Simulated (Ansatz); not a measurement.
# Mg2Sn: the cost of one run

Computed with Ansatz 0.2.0 (DFT PBEsol, frozen-core PAW and all-electron LAPW, scalar-relativistic unless said, unless a step's input says otherwise).

## 1. Starting point

It takes space group Fm-3m (No. 225, cubic). The conventional cell has a = 6.739 Å, b = 6.739 Å, c = 6.739 Å, α = 90.00°, β = 90.00°, γ = 90.00°. Around Mg (site symmetry -43m) lie 4 Sn at 2.92 Å. Sn (site symmetry m-3m) is surrounded by 8 Mg at 2.92 Å.

Coordinates:

```cif
data_structure
_symmetry_space_group_name_H-M 'Fm-3m'
_symmetry_Int_Tables_number 225
_cell_length_a 6.7390
_cell_length_b 6.7390
_cell_length_c 6.7390
_cell_angle_alpha 90.000
_cell_angle_beta 90.000
_cell_angle_gamma 90.000
_cell_volume 306.05
loop_
_atom_site_label
_atom_site_type_symbol
_atom_site_symmetry_multiplicity
_atom_site_Wyckoff_symbol
_atom_site_fract_x
_atom_site_fract_y
_atom_site_fract_z
_atom_site_occupancy
Mg1 Mg 8 c 0.25000 0.75000 0.75000 1
Sn1 Sn 4 a 0.00000 0.00000 0.00000 1
```

Cartesian axes are those of the input's lattice vectors. The structure goes back to a database entry.

## 2. Cell and atoms relaxed, PAW

The input, input.yaml:

```yaml
crystal:
  lattice:
    - [0.0, 3.3695, 3.3695]
    - [3.3695, 0.0, 3.3695]
    - [3.3695, 3.3695, 0.0]
  atoms:
    - { symbol: Mg, position: [0.25, 0.25, 0.25] }
    - { symbol: Mg, position: [0.75, 0.75, 0.75] }
    - { symbol: Sn, position: [0.0, 0.0, 0.0] }
kpoints:
  mp_grid: { grid: [8, 8, 8] }
scf:
  occupations: { method: fermi_dirac, width: 0.05 }
hamiltonian:
  xc: pbesol
  pseudopotentials: { kind: paw }
relax:
  f_tol: 0.002
  max_steps: 80
  cell: {}
output:
  forces: true
  stress: true
  write_density: true
  write_potential: true
  elf: true
  volumetric_format: npy
```

Command:

```
ansatz run input.yaml --threads 2 --pin off --max-ram 6144MiB --backend cpu --events-out ev --progress --plain --runs-dir out
```

What time and memory should one allow on 2 threads of Arm Neoverse V1, shared host?

About 4.2 s, with a peak of 0.36 GiB.
